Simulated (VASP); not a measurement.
Wanted: the native input for a VASP 6.6.1 run.

```
Task                               : single point
Functional                         : PBE0(alpha)
Potentials or basis                : VASP PAW PBE potentials, release 64 (Cd, S)
Cutoff                             : 520 eV
k mesh                             : 4 × 4 × 4
Occupations                        : fermi-dirac, width 0.05 eV
Spin                               : no spin polarisation
Share of exact exchange            : 0.1
Grid for exact exchange (PRECFOCK) : Fast
Exchange at q = 0                  : truncated
Further INCAR settings             : ALGO = Normal; EDIFF = 1e-06
```

CdS:

```xyz
2
Lattice="0.0000 2.7532 2.7532 2.7532 0.0000 2.7532 2.7532 2.7532 0.0000" Properties=species:S:1:pos:R:3 pbc="T T T"
Cd    0.0000    0.0000    0.0000
S     2.7532    2.7532    2.7532
```

Measurements of this composition are mostly on another form, of space group No. 186.

One way to write it, as run:

POSCAR

```
CdS
1.0
    0.0000000000      2.7532440000      2.7532440000
    2.7532440000      0.0000000000      2.7532440000
    2.7532440000      2.7532440000      0.0000000000
Cd S
1 1
Direct
    0.0000000000      0.0000000000      0.0000000000
    0.5000000000      0.5000000000      0.5000000000
```

INCAR.step1

```
PREC = Accurate ; ENCUT = 520
EDIFF = 1E-5 ; ISMEAR = -1
SIGMA = 0.05 ; LREAL = F
LASPH = T ; NELM = 60
ALGO = Normal ; ISIF = 2
LWAVE = T ; LCHARG = F
GGA = PE
```

INCAR.step2

```
PREC = Accurate ; ENCUT = 520
EDIFF = 1E-6 ; ISMEAR = -1
SIGMA = 0.05 ; LREAL = F
LASPH = T ; NELM = 60
ALGO = Normal ; ISIF = 2
LWAVE = F ; LCHARG = F
GGA = PE ; LHFCALC = T
AEXX = 0.1 ; PRECFOCK = Fast
HFRCUT = -1 ; ISTART = 1
```

KPOINTS

```
regular mesh
0
Gamma
  4 4 4
```

Potentials or basis: VASP PAW PBE potentials, release 64 (Cd, S).

Run with:

```bash
$ cat potpaw_PBE.64/Cd/POTCAR potpaw_PBE.64/S/POTCAR > POTCAR
$ cp INCAR.step1 INCAR
$ mpirun -np 1 vasp_std > vasp.out
$ cp INCAR.step2 INCAR
$ mpirun -np 1 vasp_std > vasp.out
```

Results of the run:

| Property | Result |
| --- | --- |
| Pressure | -0.6 GPa |
| Band gap on the k mesh | 0.87 eV, indirect (least direct gap 2.18 eV) |

Caveat: the k mesh is coarse (spacing up to 0.49 Å⁻¹), so the values aren't converged, least of all with exact exchange; the PAW data sets were made with another functional, which shifts forces and pressure a little.

It took 71 s on 1 thread of Intel(R) Xeon(R) Platinum 8559C (Emerald Rapids), on a shared host, peak memory 0.17 GiB.
